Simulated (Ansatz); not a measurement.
# Zr₃O: how the free axis answers a strain

Zr₃O, P6_322, a = 5.651 Å, c = 5.195 Å. The structure is a Materials Project entry; whether it is the stable form wasn't checked. Ansatz: r2SCAN, PAW, 500 eV, Γ-centred 6×6×8 mesh on 8 atoms, Gaussian smearing 0.10 eV; no spin polarisation. Series: biaxial strain in the a-b plane, c and atoms relaxed; x is the strain in per cent. y is the change of c in per cent of 5.195 Å.

```tsv
x (%)	y (%)
-4.0	?
-2.0	1.64
0.0	0.00
2.0	-1.36
4.0	-2.52
```

Fit y = c1 x + c2 x² to the other rows, say what c1 measures, and predict the missing y.

Least squares on the rows shown. y = −0.7536 x + 0.03136 x². With no stress along c, c1 = −2C13/C33 = -0.754. At x = -4.0 the fit asked for gives 3.52 %. The run gave 3.60 %, so the fit is 0.08 % too low, 1.3 % of the span of the series, against an rms of 0.01 % on the fitted rows. The row lies outside the fitted range. With a term in x³ added, a fit to the same known rows (none to spare) predicts 3.64 %, a smaller miss on the other side.